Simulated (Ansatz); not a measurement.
**W (Fm-3m): cell relaxations under several functionals**

Wanted for W (Fm-3m): cell relaxations under several functionals.

This is W in the fcc structure; at room conditions it is bcc.

All numbers are computed with Ansatz 0.2.0 through its Python package. The levels of theory stand in the script.

## 1. The structure

It takes space group Fm-3m (No. 225, cubic). The conventional cell has a = 4.060 Å, b = 4.060 Å, c = 4.060 Å, α = 90.00°, β = 90.00°, γ = 90.00°. W (site symmetry m-3m) has 12 W at 2.87 Å as nearest neighbours.

The script holds or builds the structure itself.

## 2. Script

run_lattice.py reads:

```python
"""Relaxed cell of W under several functionals."""

import warnings

import ansatz as az
import numpy as np

ECUT = 470
MESH = (11, 11, 11)
OCCUPATIONS = "gaussian"
WIDTH_EV = 0.1

def edges_and_angles(cell):
    cell = np.asarray(cell)
    a, b, c = np.linalg.norm(cell, axis=1)
    cosines = cell[1] @ cell[2] / (b * c), cell[0] @ cell[2] / (a * c), cell[0] @ cell[1] / (a * b)
    return (a, b, c, *np.degrees(np.arccos(cosines)))

warnings.simplefilter("ignore", az.DeckWarning)

material = (
    az.Lattice.of((0.0, 2.03, 2.03), (2.03, 0.0, 2.03), (2.03, 2.03, 0.0))
    .atom("W", (0.0, 0.0, 0.0))
)

job = (
    material.calculation()
    .basis(ECUT)
    .kpoints(*MESH)
    .occupations(OCCUPATIONS, width=WIDTH_EV)
    .relax(cell=True)
)

levels = [("rpbe", "none"), ("pbe", "d3bj"), ("revpbe", "d3bj"), ("r2scan", "none")]
print("level            a       b       c    alpha   beta  gamma  V/atom  steps")
for name, dispersion in levels:
    seen = []
    run = job.functional(name, dispersion=dispersion).session().plan()
    done = run.execute(on_event=lambda e: seen.append(e) if e["event"] == "relax_step" else None)
    cell = done.lattice.cell_ang
    label = name if dispersion == "none" else f"{name}+{dispersion}"
    print("{:13s} {:7.4f} {:7.4f} {:7.4f} {:6.2f} {:6.2f} {:6.2f}".format(label, *edges_and_angles(cell)), f"{abs(np.linalg.det(cell)) / len(done.lattice.sites):7.3f} {len(seen):5d}")
```

## 3. What the engine is handed

The package turns the script's settings into the engine's input (first run):

```yaml
crystal:
  lattice:
    - [0.0, 2.03, 2.03]
    - [2.03, 0.0, 2.03]
    - [2.03, 2.03, 0.0]
  atoms:
    - { symbol: W, position: [0.0, 0.0, 0.0] }
basis:
  ecutwfc: 470.0
kpoints:
  mp_grid:
    grid: [11, 11, 11]
hamiltonian:
  xc: rpbe
  dispersion: none
scf:
  occupations:
    method: gaussian
    width: 0.1
relax:
  cell: {}
```

## 4. Launch

Launch:

```
> python run_lattice.py
```

**Question.** Rank the levels of theory by the volume of the relaxed cell.

As calculated:

| quantity | value |
| --- | --- |
| runs compared | 4 |
| W (run 1): relaxed volume, space group | 16.65 Å³/atom, Fm-3m |
| W (run 2): relaxed volume, space group | 16.07 Å³/atom, Fm-3m |
| W (run 3): relaxed volume, space group | 15.92 Å³/atom, Fm-3m |
| W (run 4): relaxed volume, space group | 16.18 Å³/atom, Fm-3m |

**Reading.** Run 4 has a cutoff under the recommended one, so what rests on it isn't a property of the system. From smallest to largest: revPBE+D3BJ (15.92 Å³ an atom, -4.9 % against the start), PBE+D3BJ (16.07 Å³ an atom, -3.9 % against the start), r2SCAN (16.18 Å³ an atom, -3.3 % against the start) and RPBE (16.65 Å³ an atom, -0.5 % against the start). The spread is 4.6 % in volume. In run 1, over 1 move the cell shrank by 0.5 % in volume, and the space group stayed Fm-3m. Reading the output:
- The cutoff lies under the one recommended for these potentials in some of the runs.
- For a metal this k-point mesh is coarse: on a finer one energies can move by several to tens of meV an atom and pressures by half a GPa or more, differences at one mesh by less.
- Edges and angles that the script prints are those of the cell as typed, here a primitive one.
- Spin-orbit coupling, which matters for elements this heavy, is left out.
- This isn't the structure that W takes at ambient conditions.
